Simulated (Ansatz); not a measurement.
BAs: do energies and stresses tell the same story?

Level of theory: DFT PBE, scalar-relativistic, plane waves, PAW in Ansatz.

Settings: cutoff 420 eV, Γ-centred mesh 10×10×10 on the computed 2-atom cell, Gaussian smearing of 0.02 eV; no spin polarisation.

Relaxed cell: F-43m, a = 4.809 Å, b = 4.809 Å, c = 4.809 Å, α = 90.00°, β = 90.00°, γ = 90.00°, 2 atoms in the primitive cell.

Energies at zero smearing and pressures from the stress tensor, at volumes with shape and atoms relaxed:
```tsv
V (Å³/atom)	E − E(first) (meV/atom)	P (GPa)
13.066	0.00	9.28
13.483	-17.52	4.31
13.900	-23.03	0.04
14.317	-18.24	-3.62
14.734	-4.63	-6.75
```

**Question.** Check P = −dE/dV between neighbouring volumes, and get the bulk modulus from the pressures alone.

**Answer.** With 1 eV/Å³ = 160.2 GPa:
```tsv
middle V (Å³/atom)	−ΔE/ΔV (GPa)	mean P (GPa)
13.275	6.730	6.795
13.692	2.117	2.172
14.109	-1.838	-1.791
14.526	-5.230	-5.187
```

The two differ by 0.07 GPa at most. The mean of two end pressures misses the average over a step by about ΔV² P″/12, up to 0.06 GPa here; with that taken off 0.00 GPa remains. Around V = 13.900 Å³/atom, the two neighbours give B = −V ΔP/ΔV = 13.900 × 7.93 / 0.834 = 132.1 GPa, against B0 = 131.4 GPa from the Birch–Murnaghan fit of the energies.